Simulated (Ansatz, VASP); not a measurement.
## One calculation of V, two programs

The input INCAR:

```
SYSTEM = V
PREC = Accurate
ENCUT = 520
EDIFF = 1E-7
ISMEAR = -1
SIGMA = 0.1
LREAL = .False.
LASPH = .True.
NELM = 60
ALGO = Normal
ISIF = 2
LWAVE = .False.
LCHARG = .False.
GGA = PE
NBANDS = 12
```

The input KPOINTS:

```
Automatic mesh
0
Gamma
  20 20 20
  0 0 0
```

The input POSCAR:

```
V
1.0
   -1.3293619687      1.3293619687      1.3293619687
    1.3293619687     -1.3293619687      1.3293619687
    1.3293619687      1.3293619687     -1.3293619687
V
1
Direct
    0.0000000000      0.0000000000      0.0000000000
```

Input for Ansatz:

```yaml
crystal:
  lattice:
    - [-1.3293619687, 1.3293619687, 1.3293619687]
    - [1.3293619687, -1.3293619687, 1.3293619687]
    - [1.3293619687, 1.3293619687, -1.3293619687]
  atoms:
    - { symbol: V, position: [0.0, 0.0, 0.0] }
kpoints:
  mp_grid: { grid: [20, 20, 20] }
scf:
  occupations: { method: fermi_dirac, width: 0.1 }
hamiltonian:
  xc: pbe
  pseudopotentials: { kind: paw }
output:
  forces: true
  stress: true
  eigenvalues: true
```

Change from the starting cell: volume scaled by 0.697, to set the pressure.

Alike in both runs: task single point; functional PBE; k mesh 20 × 20 × 20; occupations fermi-dirac, width 0.1 eV; no spin polarisation.

|  | VASP | Ansatz |
| --- | --- | --- |
| version | VASP 6.6.1 | Ansatz 0.2.0 |
| potentials or method | VASP PAW PBE potentials, release 64 (V_sv) | PAW with Ansatz's default frozen-core files, scalar-relativistic |
| plane-wave cutoff (eV) | 520 | 420 |
| valence electrons in the cell | 13 | 13 |

```tsv
	VASP	Ansatz	Ansatz less VASP
pressure (GPa)	127.9	125.7	-2.15
```

The functional is the same, so the differences come from potentials, cutoffs and numerics.

Caveats: the cell as given lies far from equilibrium; so large a pressure means that the cell lies far from this level's equilibrium, or that cutoff or potentials fall short (VASP).
